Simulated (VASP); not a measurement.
# Be2C in VASP: one cell, several levels of theory

Aim: gap, levels, forces and stress of Be2C (antifluorite), under +2.5 % strain along z alone at fixed geometry. Runs: PBE, r2SCAN. The results are then set beside those of Ansatz 0.2.0 for the same cell.

The runs shown are made with VASP 6.6.1. PAW datasets, plane waves. Computed at 0 K without zero-point motion; spin polarisation is off.

### 1 The cell

The cell comes from an earlier relaxation with r2SCAN in another program, then strained, with the atoms relaxed again.

It is tetragonal, I4/mmm (No. 139); conventional cell a = 3.055 Å, c = 4.429 Å, 6.89 Å³ an atom. Around C lie 8 Be at 1.89 Å; around Be lie 4 C at 1.89 Å and 4 Be at 2.16 Å.

The structure in full:

Space group I4/mmm (No. 139). a = 3.055 Å, b = 3.055 Å, c = 4.429 Å, α = 90.00°, β = 90.00°, γ = 90.00°
| atom | site | symmetry | x | y | z |
| --- | --- | --- | --- | --- | --- |
| C | 2a | 4/mmm | 0.0000 | 0.0000 | 0.0000 |
| Be | 4d | -4m2 | 0.0000 | 0.5000 | 0.2500 |

### 2 PBE at this geometry

The input, INCAR:

```
ENCUT = 520.000000
SIGMA = 0.020000
EDIFF = 1.00e-07
GGA = PE
PREC = Accurate
IBRION = -1
ISIF = 2
ISMEAR = -1
NBANDS = 11
NELM = 120
NSW = 0
LASPH = .TRUE.
LCHARG = .FALSE.
LWAVE = .FALSE.
LREAL = .FALSE.
```

The input, KPOINTS:

```
KPOINTS created by Atomic Simulation Environment
0
Gamma
10 10 10
0 0 0
```

The input, KPOINTS_OPT:

```
special points
7
Reciprocal
0.0000000000 0.0000000000 0.0000000000 1
0.5000000000 0.0000000000 0.5000000000 1
0.6250000000 0.2500000000 0.6250000000 1
0.3750000000 0.3750000000 0.7500000000 1
0.5000000000 0.5000000000 0.5000000000 1
0.5000000000 0.2500000000 0.7500000000 1
0.0000000000 0.5000000000 0.5000000000 1
```

The input, POSCAR:

```
C  Be
 1.0000000000000000
     0.0000000000000000    2.1604856385000000    2.2144977794999998
     2.1604856385000000    0.0000000000000000    2.2144977794999998
     2.1604856385000000    2.1604856385000000    0.0000000000000000
 C   Be
   1   2
Cartesian
  0.0000000000000000  0.0000000000000000  0.0000000000000000
  1.0802428192500000  1.0802428192500000  1.1072488897499997
  3.2407284577500000  3.2407284577500000  3.3217466692499991
```

The run uses the recommended PBE PAW datasets (8 valence electrons a neutral cell).

Launch:

```bash
$ mpirun -np 1 vasp_std
```

Standard output, without the iteration lines:

```text
POSCAR found type information on POSCAR C Be
 POSCAR found :  2 types and       3 ions
 LDA part: xc-table for (Slater+PW92), standard interpolation
 POSCAR, INCAR and KPOINTS ok, starting setup
 FFT: planning ... GRIDC
 FFT: planning ... GRID_SOFT
 FFT: planning ... GRID
 WAVECAR not read
 entering main loop
 Start KPOINTS_OPT (optional k-point list driver)
k-point batch [1-7\7]
```

OSZICAR:

```text
N       E                     dE             d eps       ncg     rms          rms(c)
DAV:   1     0.357898355203E+01    0.35790E+01   -0.40415E+03  2252   0.670E+02
DAV:   2    -0.177745126409E+02   -0.21353E+02   -0.20078E+02  3016   0.121E+02
DAV:   3    -0.185157540832E+02   -0.74124E+00   -0.73893E+00  2969   0.175E+01
DAV:   4    -0.185192703454E+02   -0.35163E-02   -0.35156E-02  2575   0.144E+00
DAV:   5    -0.185192881556E+02   -0.17810E-04   -0.17810E-04  2970   0.868E-02    0.528E+00
DAV:   6    -0.174946008863E+02    0.10247E+01   -0.31084E+00  2325   0.829E+00    0.207E+00
DAV:   7    -0.174466531399E+02    0.47948E-01   -0.17675E-01  2711   0.285E+00    0.126E+00
DAV:   8    -0.174379253788E+02    0.87278E-02   -0.11178E-02  2409   0.115E+00    0.219E-01
DAV:   9    -0.174377242959E+02    0.20108E-03   -0.29938E-04  2852   0.106E-01    0.125E-01
DAV:  10    -0.174377278019E+02   -0.35060E-05   -0.16664E-04  2562   0.848E-02    0.117E-02
DAV:  11    -0.174377275693E+02    0.23252E-06   -0.20696E-05  2641   0.234E-02    0.292E-03
DAV:  12    -0.174377274906E+02    0.78759E-07   -0.83887E-07  2674   0.645E-03
   1 F= -.17437727E+02 E0= -.17437727E+02  d E =-.336637E-12
       N       E                     dE             ncg
DAV:   1     0.925545881612E+03   -0.19571E+04      154
DAV:   2     0.781229692368E+03   -0.14432E+03      240
DAV:   3     0.777964509990E+03   -0.32652E+01      204
DAV:   4     0.777955070517E+03   -0.94395E-02      190
DAV:   5     0.777955036458E+03   -0.34059E-04      195
DAV:   6     0.777955036157E+03   -0.30173E-06      215
DAV:   7     0.777955036153E+03   -0.32019E-08      195
```

The lines after F= are the extra pass for the points of KPOINTS_OPT, at fixed density; their E is not a total energy.

Parts of OUTCAR:

```text
k-points           NKPTS =    102   k-points in BZ     NKDIM =    102   number of bands    NBANDS=     11

   NELECT =       8.0000    total number of electrons

   dimension x,y,z NGX =    24 NGY =   24 NGZ =   24
   dimension x,y,z NGXF=    48 NGYF=   48 NGZF=   48

  energy-cutoff  :      520.00
  volume of cell :       20.67
      direct lattice vectors                 reciprocal lattice vectors
     0.000000000  2.160485638  2.214497779    -0.231429449  0.231429449  0.225784828
     2.160485638  0.000000000  2.214497779     0.231429449 -0.231429449  0.225784828
     2.160485638  2.160485638  0.000000000     0.231429449  0.231429449 -0.225784828

 k-points in reciprocal lattice and weights: KPOINTS created by Atomic Simulation Env
   0.00000000  0.00000000  0.00000000       0.001
   0.10000000 -0.00000000  0.00000000       0.008
   0.20000000 -0.00000000  0.00000000       0.008
   0.30000000 -0.00000000  0.00000000       0.008
   0.40000000  0.00000000  0.00000000       0.008
   0.50000000  0.00000000  0.00000000       0.004
   0.10000000  0.10000000  0.00000000       0.002
   0.20000000  0.10000000  0.00000000       0.008
[... 94 more k-points ...]

 E-fermi :   8.0668

 k-point     1 :       0.0000    0.0000    0.0000
  band No.  band energies     occupation
      1      -7.3546      2.00000
      2       7.4034      2.00000
      3       7.6173      2.00000
      4       7.6173      2.00000
      5      11.5219      0.00000
      6      11.5219      0.00000
      7      11.8821      0.00000
      8      14.0856      0.00000
      9      19.9498      0.00000
     10      20.8928      0.00000
     11      20.8928      0.00000

 k-point     2 :       0.1000   -0.0000    0.0000
  band No.  band energies     occupation
      1      -7.1967      2.00000
      2       6.2330      2.00000
      3       7.1778      2.00000
      4       7.3254      2.00000
      5      11.9720      0.00000
      6      12.0748      0.00000
      7      12.5377      0.00000
      8      14.4870      0.00000
      9      19.2038      0.00000
     10      19.8124      0.00000
     11      21.0232      0.00000

 k-point     3 :       0.2000   -0.0000    0.0000
  band No.  band energies     occupation
      1      -6.7294      2.00000
      2       3.9370      2.00000
      3       6.5763      2.00000
      4       6.7708      2.00000
      5      12.7207      0.00000
      6      12.7705      0.00000
      7      13.3737      0.00000
      8      15.5263      0.00000
      9      18.5054      0.00000
     10      18.7689      0.00000
     11      21.9771      0.00000

 k-point     4 :       0.3000   -0.0000    0.0000
  band No.  band energies     occupation
      1      -5.9828      2.00000
      2       1.6756      2.00000
      3       6.0456      2.00000
      4       6.2928      2.00000
      5      12.7738      0.00000
      6      13.0367      0.00000
      7      13.9096      0.00000
      8      16.4687      0.00000
      9      19.1257      0.00000
     10      19.2530      0.00000
     11      23.1456      0.00000

 k-point     5 :       0.4000    0.0000    0.0000
  band No.  band energies     occupation
      1      -5.0765      2.00000
      2      -0.1901      2.00000
      3       5.7086      2.00000
      4       5.9973      2.00000
      5      12.4628      0.00000
      6      12.8052      0.00000
      7      14.2805      0.00000
      8      17.0474      0.00000
      9      20.6040      0.00000
     10      20.9720      0.00000
     11      23.9764      0.00000

 k-point     6 :       0.5000    0.0000    0.0000
  band No.  band energies     occupation
      1      -4.5342      2.00000
      2      -1.0588      2.00000
      3       5.5949      2.00000
      4       5.8995      2.00000
      5      12.3056      0.00000
      6      12.6597      0.00000
      7      14.4228      0.00000
      8      17.2496      0.00000
      9      21.6041      0.00000
     10      22.0629      0.00000
     11      24.3457      0.00000

 k-point     7 :       0.1000    0.1000    0.0000
  band No.  band energies     occupation
      1      -7.1517      2.00000
      2       6.7052      2.00000
      3       6.7052      2.00000
      4       6.7118      2.00000
      5      12.0213      0.00000
      6      12.6651      0.00000
      7      12.6651      0.00000
      8      14.3007      0.00000
      9      17.9033      0.00000
     10      21.4133      0.00000
     11      21.4133      0.00000

 k-point     8 :       0.2000    0.1000    0.0000
  band No.  band energies     occupation
      1      -6.7955      2.00000
      2       4.7231      2.00000
      3       6.0284      2.00000
      4       6.5894      2.00000
      5      12.4147      0.00000
      6      13.5809      0.00000
      7      13.6150      0.00000
      8      14.3404      0.00000
      9      17.6700      0.00000
     10      20.9187      0.00000
     11      22.1276      0.00000

 k-point     9 :       0.3000    0.1000    0.0000
  band No.  band energies     occupation
      1      -6.1475      2.00000
      2       2.4982      2.00000
      3       5.5554      2.00000
      4       6.0524      2.00000
      5      12.5868      0.00000
      6      14.0950      0.00000
      7      14.0951      0.00000
      8      15.2074      0.00000
      9      18.4275      0.00000
     10      20.7321      0.00000
     11      23.1016      0.00000

 k-point    10 :       0.4000    0.1000    0.0000
  band No.  band energies     occupation
      1      -5.2815      2.00000
      2       0.5085      2.00000
      3       5.3658      2.00000
      4       5.4496      2.00000
      5      12.3513      0.00000
      6      13.8713      0.00000
      7      14.5558      0.00000
      8      16.6594      0.00000
      9      19.5041      0.00000
     10      21.5422      0.00000
     11      23.8734      0.00000

 k-point    11 :       0.5000    0.1000    0.0000
  band No.  band energies     occupation
      1      -4.5157      2.00000
      2      -0.7936      2.00000
      3       4.9771      2.00000
      4       5.4640      2.00000
      5      12.3404      0.00000
      6      13.4574      0.00000
      7      14.7875      0.00000
      8      17.5690      0.00000
      9      20.9233      0.00000
     10      21.6947      0.00000
     11      24.2145      0.00000

 k-point    12 :      -0.4000    0.1000    0.0000
  band No.  band energies     occupation
      1      -4.6823      2.00000
      2      -0.5311      2.00000
      3       4.7322      2.00000
      4       5.8149      2.00000
      5      12.6698      0.00000
      6      13.2350      0.00000
      7      14.7321      0.00000
      8      17.4104      0.00000
      9      20.0128      0.00000
     10      21.9706      0.00000
     11      24.1615      0.00000

 k-point    13 :      -0.3000    0.1000    0.0000
  band No.  band energies     occupation
      1      -5.5431      2.00000
      2       1.0516      2.00000
      3       4.7660      2.00000
      4       6.3521      2.00000
      5      13.2028      0.00000
      6      13.2387      0.00000
      7      14.4085      0.00000
      8      16.5148      0.00000
      9      18.0551      0.00000
     10      21.6737      0.00000
     11      23.7105      0.00000

 k-point    14 :      -0.2000    0.1000    0.0000
  band No.  band energies     occupation
      1      -6.3608      2.00000
      2       3.1484      2.00000
      3       5.0999      2.00000
      4       6.9651      2.00000
      5      12.8760      0.00000
      6      13.6302      0.00000
      7      13.9326      0.00000
      8      15.3871      0.00000
      9      17.2119      0.00000
     10      20.9403      0.00000
     11      22.5452      0.00000

 k-point    15 :      -0.1000    0.1000    0.0000
  band No.  band energies     occupation
      1      -6.9287      2.00000
      2       5.2429      2.00000
      3       5.8209      2.00000
      4       7.4212      2.00000
      5      12.1334      0.00000
      6      13.0951      0.00000
      7      13.1903      0.00000
      8      14.8117      0.00000
      9      18.0214      0.00000
     10      20.4978      0.00000
     11      21.1420      0.00000

 k-point    16 :       0.2000    0.2000    0.0000
  band No.  band energies     occupation
      1      -6.5557      2.00000
      2       5.1496      2.00000
      3       5.2523      2.00000
      4       5.2523      2.00000
      5      12.3954      0.00000
      6      12.7643      0.00000
      7      14.7725      0.00000
      8      14.7725      0.00000
      9      18.1027      0.00000
     10      22.8940      0.00000
     11      22.8940      0.00000

[... the tables of k-points 17 to 102 left out ...]

  Total        0.1392358      0.1392358     -1.5923465      0.0000000     -0.0000000      0.0000000
  in kB       10.7907986     10.7907986   -123.4070970      0.0000000     -0.0000000      0.0000000
  external PRESSURE =     -33.9418333 kB  Pullay stress =       0.0000000 kB

 POSITION                                       TOTAL-FORCE (eV/Angst)
 -----------------------------------------------------------------------------------
      0.00000      0.00000      0.00000         0.000000     -0.000000      0.000000
      1.08024      1.08024      1.10725         0.000000      0.000000      0.000000
      3.24073      3.24073      3.32175        -0.000000     -0.000000     -0.000000
 -----------------------------------------------------------------------------------
    total drift:                               -0.000000     -0.000000      0.000000

  FREE ENERGIE OF THE ION-ELECTRON SYSTEM (eV)
  ---------------------------------------------------
  free  energy   TOTEN  =       -17.4377274906 eV

  energy  without entropy=      -17.4377274906  energy(sigma->0) =      -17.43772749
```

Hardware: 1 MPI rank of Intel Xeon Platinum 8488C, shared host.

The levels at the points of KPOINTS_OPT are read from vasprun.xml.

Near the gap, in eV above the top of the last filled band v; c is the band after it:

| point | v−1 | v | c | c+1 |
| --- | --- | --- | --- | --- |
| Γ | 0.00 | 0.00 | 3.90 | 3.90 |
| X | -4.86 | -4.74 | 0.97 | 5.38 |
| U | -6.19 | -4.08 | 3.05 | 7.91 |
| K | -6.49 | -3.82 | 3.44 | 8.43 |
| L | -2.02 | -1.72 | 4.69 | 5.04 |
| W | -6.09 | -5.77 | 5.69 | 8.17 |

Gap with PBE: 0.97 eV, valence top at Γ, conduction bottom at X. Least direct gap: 3.90 eV. Pressure: -3.39 GPa; the forces vanish within 0.01 eV/Å.

[end of part 1 of 2]
